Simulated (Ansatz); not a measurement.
# Comparing deformations in SiNi3

The calculation used DFT PBEsol, scalar-relativistic, plane waves, PAW in Ansatz. Settings: plane waves to 420 eV, k-mesh 14×14×14 (Γ-centred), Gaussian smearing 0.15 eV. No spin polarisation. A magnetic state may lie lower. Energies are free energies at this smearing, counted from the undisturbed cell; pressure is positive in compression.

The starting cell (relaxed at this level; it needn't be the usual structure):

```
CELL_PARAMETERS angstrom
3.46125 0.00000 0.00000
0.00000 3.46125 0.00000
0.00000 0.00000 3.46125
ATOMIC_POSITIONS crystal
Si 0.00000 0.00000 0.00000
Ni 0.00000 0.50000 0.50000
Ni 0.50000 0.00000 0.50000
Ni 0.50000 0.50000 0.00000
```

The cell is strained by ε times a Voigt pattern (xx, yy, zz, yz, xz, xy; engineering shear) with fractional coordinates fixed. τ = (1/V0) dE/dε comes from the stress tensor. Of each scan, only the three points used here are listed.

```csv
pattern,ε,τ (GPa)
"(0, 0, 0, 0, 1, 0)",-0.0075,-1.11
"(0, 0, 0, 0, 1, 0)",0.0000,0.00
"(0, 0, 0, 0, 1, 0)",0.0075,1.11
"(0, 1, 0, 0, 0, 0)",-0.0250,-9.48
"(0, 1, 0, 0, 0, 0)",0.0000,0.02
"(0, 1, 0, 0, 0, 0)",0.0250,8.43
```

Which constants do the scans give, and which deformation costs least for the same size of strain tensor?

The slope dτ/dε at zero (parabola through three points) is pᵀCp: (0, 0, 0, 0, 1, 0) gives C44 = 148 GPa; (0, 1, 0, 0, 0, 0) gives C11 = 358 GPa. The size of the strain tensor, ε:ε, is ε² times 0.5, 1.0. Per unit of it the stiffnesses are 295, 358 GPa, so (0, 0, 0, 0, 1, 0) is the softest of these: at ε:ε = (1 %)² the quadratic term costs 0.96 meV/atom against 1.16 for the stiffest.

In a metal these slopes depend on the k mesh and the smearing.

Cost: 18 runs of about 8 core-minutes in all, on Intel Xeon Platinum 8259CL (Skylake/Cascade Lake) (shared hosts).